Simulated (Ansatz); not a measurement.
The cell is COD entry 9008833, as deposited and not checked against the literature; nothing was relaxed. The listed cell was then made from it by scaling, straining or moving an atom.

An input for BAs: DFT, PBE, all-electron LAPW, scalar-relativistic (Ansatz 0.2.0).

Command: `ansatz run input.yaml --threads 1 --pin off --max-ram 2048MiB --backend cpu --events-out ev --progress --plain --runs-dir out` The run took 86 s on 1 thread of Arm Neoverse V1, with other jobs on the host, peak memory 0.69 GiB.

```yaml
crystal:
  lattice:
    - [0.0, 2.364615, 2.3885]
    - [2.364615, 0.0, 2.3885]
    - [2.364615, 2.364615, 0.0]
  atoms:
    - { symbol: B, position: [0.0, 0.0, 0.0] }
    - { symbol: As, position: [0.75, 0.75, 0.75] }
kpoints:
  mp_grid: { grid: [15, 15, 15] }
scf:
  occupations: { method: fermi_dirac, width: 0.03 }
hamiltonian:
  xc: pbe
  pseudopotentials: { kind: all_electron, lapw: { basis_error: 0.00025 } }
output:
  forces: true
  stress: true
  eigenvalues: true
```

Set-up and iterations as logged by Ansatz (the results part is left out, to be predicted):

```
LAPW: plane waves up to 9.976 Å⁻¹, error target 2.5e-4 eV per atom; small_component_spin mean_spin; B in spheres of 0.854 Å, 5 of its electrons in bands, Dirac shells []; As in spheres of 1.201 Å, 23 of its electrons in bands, Dirac shells []
Engine: ansatz 0.2.0
Pseudopotentials: kind: all_electron
Pseudopotential: B, LAPW, valence charge 5, Koelling and Harmon's equation, gaussian nucleus
Pseudopotential: As, LAPW, valence charge 23, Koelling and Harmon's equation, gaussian nucleus
Functional definition: PBE
  parameter kappa = 0.804
  parameter beta = 0.06672455060314922
  exchange = pbe_x(kappa = kappa, mu = beta*pi^2/3)
  correlation = pbe_c(beta = beta)
Crystal: 2 atoms, lattice volume = 26.710 Å³
Basis set: ecut = 379.19343541091484 eV, 459 PW (Γ), exchange–correlation at level 2
Bands: 18, of which v1, the nominal top of the filled ones, is band 14 counted from 1 (13 counted from 0)
Symmetry: 8 space group operations
Space group: I-4m2 (ITA 119), of the structure as read, at distance tolerance 3.0e-5 Å
k-points: 288 of 3375 (time reversal used)
Non-local potential: B, projectors of the file, none
Non-local potential: As, projectors of the file, none
Initial density: superposition of atomic densities (chi_scale 0.1, normalization cell, long waves kept (reshape's long-wave potential 0.00 eV rms))
Initial wavefunctions: plane waves of lowest kinetic energy (no species holds an atomic orbital)
Functional: x = pbe(κ = 0.804, μ = 0.2195149727645171), c = pbe(β = 0.06672455060314922)
iter 1 solved again at ethr=6.88e-3 eV; its pass at ethr=1.00e-1 eV (dr2=1.93e0 eV) is discarded
SCF iter   1: F=—  HF=-62200.809717 eV  |F-HF|=—  |Δ(HF+E_count)|=         —  Δρ=7.42e-2  dr2=1.93e0  ethr=6.88e-3  ⟨swp⟩=2.0  Hψ=34331  notcnv=0
iter 2 solved again at ethr=5.19e-4 eV; its pass at ethr=6.88e-3 eV (dr2=1.45e-1 eV) is discarded
SCF iter   2: F=—  HF=-62200.192472 eV  |F-HF|=—  |Δ(HF+E_count)|=   6.17e-1  Δρ=2.41e-2  dr2=1.45e-1  ethr=5.19e-4  ⟨swp⟩=2.0  Hψ=27326  notcnv=0
SCF iter   3: F=—  HF=-62200.155465 eV  |F-HF|=—  |Δ(HF+E_count)|=   3.70e-2  Δρ=1.03e-2  dr2=2.30e-2  ethr=5.19e-4  ⟨swp⟩=2.1  Hψ=14729  notcnv=0
SCF iter   4: F=—  HF=-62200.153939 eV  |F-HF|=—  |Δ(HF+E_count)|=         —  Δρ=2.99e-3  dr2=2.08e-3  ethr=8.22e-5  ⟨swp⟩=2.0  Hψ=14688  notcnv=0
the basis was enlarged: its passes take 264.3 KiB over the memory plan, 1 of 1 planned eigensolver slots
SCF iter   5: F=—  HF=-62200.153067 eV  |F-HF|=—  |Δ(HF+E_count)|=   8.72e-4  Δρ=5.85e-4  dr2=6.13e-5  ethr=7.41e-6  ⟨swp⟩=2.4  Hψ=13829  notcnv=0
SCF iter   6: F=—  HF=-62200.153110 eV  |F-HF|=—  |Δ(HF+E_count)|=   4.28e-5  Δρ=7.79e-5  dr2=1.14e-6  ethr=2.19e-7  ⟨swp⟩=3.0  Hψ=14439  notcnv=0
SCF iter   7: F=-62200.153112 eV  HF=-62200.153112 eV  |F-HF|=1.48e-8  |Δ(HF+E_count)|=   1.66e-6  Δρ=6.61e-6  dr2=9.72e-9  ethr=4.08e-9  ⟨swp⟩=3.0  Hψ=14625  notcnv=0
```

Task: What pressure will this run report?

Result: 5.71 GPa (positive in compression).
